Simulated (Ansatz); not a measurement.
A vibration from a frozen displacement in PbSe

Theory: DFT PBE, scalar-relativistic, plane waves, PAW (Ansatz). Cutoff 420 eV, Γ-centred 10×10×10 k-points, Gaussian smearing of 0.03 eV. Spin–orbit coupling is left out, which matters for the heavy elements here. No spin polarisation. Energies are free energies at this smearing, counted from the undisturbed cell; pressure is positive in compression.

Zero of the scan (as given, not relaxed at this level; it stands at 2.4 GPa):

```
CELL_PARAMETERS angstrom
0.00000 3.06215 3.06215
3.06215 0.00000 3.06215
3.06215 3.06215 0.00000
ATOMIC_POSITIONS crystal
Pb 0.00000 0.00000 0.00000
Se 0.50000 0.50000 0.50000
```

Every Se atom is moved by x along the Cartesian unit vector (1.000, 0.000, 0.000); the cell and all other atoms stay fixed. The cell's volume is 57.43 Å³; the moved atoms weigh 78.971 u together and the others 207.200 u. Some rows repeat others by symmetry and weren't run.

```csv
x (Å),ΔE (meV/cell),total force on the moved atoms along the move (eV/Å),pressure (GPa)
-0.3000,56.02,0.5466,3.7248
-0.2625,38.18,0.4099,3.3833
-0.2250,24.96,0.2992,3.0958
-0.1875,15.45,0.2114,2.8588
-0.1500,8.86,0.1432,2.6697
-0.1125,4.50,0.0914,2.5264
-0.0750,1.84,0.0527,2.4276
-0.0375,0.43,0.0236,2.3709
0.0000,0.00,0.0000,2.3529
0.0375,0.43,-0.0236,2.3709
0.0750,1.84,-0.0527,2.4276
0.1125,4.50,-0.0914,2.5264
0.1500,8.86,-0.1432,2.6697
0.1875,15.45,-0.2114,2.8588
0.2250,24.96,-0.2992,3.0958
0.2625,38.18,-0.4099,3.3833
0.3000,56.02,-0.5466,3.7248
```

Problem. What frequency belongs to this motion?

Solution. The force constant is k = −dF/dx = 0.629 eV/Å², from the parabola through x = -0.0375, 0 and 0.0375. In every cell the moved atoms swing against the rest, so the mass is μ = m₁m₂/(m₁ + m₂) = 57.178 u, and ν̃ = 521.5 cm⁻¹ × √(|k|/μ) = 55 cm⁻¹, at this cell's pressure of 2.4 GPa. To first order in x, and within 1 %, the force on every atom lies along the move and, within each of the two groups, in proportion to the atom's mass, so this is itself a mode at the zone centre of this cell, taken without macroscopic field (the transverse frequency in a polar insulator).

Problem. How far does the harmonic law reach?

Solution. At x = -0.300 Å, kx²/2 = 28.32 meV against the computed 56.02 meV (+97.8 %): the well stiffens in this direction at large amplitude.